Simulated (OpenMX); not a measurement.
# SiO2 under changes of volume

One of the cells (15.871 Å³/atom); the others are scaled copies at fixed shape and fractional positions:

```
CELL_PARAMETERS angstrom
5.06907 0.00000 0.00000
-2.53454 4.38995 0.00000
0.00000 0.00000 8.55849
ATOMIC_POSITIONS crystal
Si 0.33333 0.66667 0.43713
Si 0.33333 0.66667 0.06287
Si 0.66667 0.33333 0.56287
Si 0.66667 0.33333 0.93713
O 0.42126 0.00000 0.00000
O 0.33333 0.66667 0.25000
O 0.66667 0.33333 0.75000
O 0.00000 0.57874 0.50000
O 0.57874 0.57874 0.00000
O 0.57874 0.00000 0.50000
O 0.42126 0.42126 0.50000
O 0.00000 0.42126 0.00000
```

The cell comes from a database or a generator and needn't be the stable form of this composition.

```yaml
Program: OpenMX 3.8.5
Functional: LDA
Potentials_or_basis: OpenMX 2013 LDA set, Si7.0-s2p2d1, O6.0-s2p2d1, fixed grid of 54 × 54 × 105 points
k_mesh: 7 × 7 × 3
Occupations: fermi-dirac, width 0.05 eV
Spin: no spin polarisation
```

| volume (Å³/atom) | energy over the lowest point (meV/atom) | gap on the mesh (eV) | largest force (eV/Å) |
| --- | --- | --- | --- |
| 14.919 | ? | ? | ? |
| 15.236 | 22.68 | 6.33 | 0.792 |
| 15.554 | 8.26 | 6.22 | 0.572 |
| 15.871 | 0.92 | 6.10 | 0.372 |
| 16.188 | 0.00 | 5.97 | 0.185 |
| 16.506 | 4.90 | 5.83 | 0.059 |
| 16.823 | 15.08 | 5.68 | 0.162 |

Task: What does the run at 14.919 Å³/atom give?

Result: Energy over the lowest point 44.93 meV/atom; gap on the mesh 6.43 eV; largest force 1.027 eV/Å.

Worked out: A Birch-Murnaghan fit of order 3 (a polynomial in V^(-2/3)) to the other rows has its minimum at 16.08 Å³/atom with B0 = V·E''(V) = 154 GPa and B' = 3.8 at fixed shape and positions, which overstates the stiffness. It gives 44.83 meV/atom at 14.919 Å³/atom, against the run's 44.93. A parabola through the other rows of the gap, of slope -4.29 eV per unit of ln V there, extrapolates to 6.43 eV, against the run's 6.43.

Energies are extrapolated to zero smearing.

Caveats: an odd mesh through Γ misses points on the zone boundary, where band edges often lie; the basis of atomic orbitals isn't converged, which shifts pressures, moduli and gaps; forces of over 1 eV/Å show positions far from the minimum, so gaps and moduli don't describe the material at rest (some runs).
